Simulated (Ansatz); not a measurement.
# Ga: enthalpy under pressure, worked through

All numbers below come from Ansatz, DFT r2SCAN, scalar-relativistic, plane waves, PAW. Run with 500 eV cutoff, 12×12×10 k-mesh, Gaussian smearing of 0.10 eV, no spin polarisation.

Starting point, cell and atoms relaxed:

```yaml
crystal:
  lattice:
    - [2.23933, -3.79695, 0.00000]
    - [2.23933, 3.79695, 0.00000]
    - [0.00000, 0.00000, 4.51812]
  atoms:
    - { symbol: Ga, position: [0.65599, 0.34401, 0.41513] }
    - { symbol: Ga, position: [0.84401, 0.15599, 0.91513] }
    - { symbol: Ga, position: [0.34401, 0.65599, 0.58487] }
    - { symbol: Ga, position: [0.15599, 0.84401, 0.08487] }
```

Cell and atoms were relaxed at each target pressure within the start's symmetry (Cmce), at zero temperature; other phases can be more stable under pressure. H = E + PV with P the target; E is the free energy at the smearing used, whose derivative the pressure is, per atom and counted from zero pressure. The mesh named is that at zero pressure; some other pressures ran on another.

```csv
P (GPa),V (Å³/atom),E − E0 (meV),H − H0 (meV)
0,19.208,0.0,0.0
1,18.914,0.9,118.9
4,18.176,12.1,465.9
12,16.764,80.0,1335.6
25,15.294,245.1,2631.5
50,13.594,630.8,4873.3
90,12.004,1308.5,8051.4
```

Task: Thermodynamics gives dH/dP = V along a relaxed path. Integrate V over P by the trapezoid rule and compare with the computed enthalpies.

Result: With 1 eV/Å³ = 160.22 GPa, each step adds the mean volume times ΔP / 160.22:
```
P (GPa)  ∫V dP (meV) H − H0 (meV) difference (meV)
      1        119.0         118.9               0.0
      4        466.2         465.9               0.3
     12       1338.5        1335.6               2.9
     25       2639.1        2631.5               7.6
     50       4892.9        4873.3              19.6
     90       8088.3        8051.4              36.9
```

V(P) curves upward, so the trapezoid rule runs high; integrating a smooth curve through the same points puts that excess at about 36.8 meV at 90 GPa, against the 36.9 meV found.

Task: At 90 GPa, how much of the enthalpy change is stored energy and how much is the PV term?

Result: E rises by 1309 meV/atom and PV is 90 × 12.004 / 160.22 = 6743 meV/atom, so PV makes 84 % of ΔH. So between rival structures at high pressure a small difference in volume can outweigh the difference in energy: 1 % of this volume is worth 67.4 meV/atom at this pressure.

Task: What bulk modulus do the lowest pressures give?

Result: From the pressures that the runs reached, -1.00 GPa (19.524 Å³) and 1.00 GPa (18.914 Å³), B = −ΔP/Δln V = 2.00 / 0.0318 = 63 GPa, a mean over that range.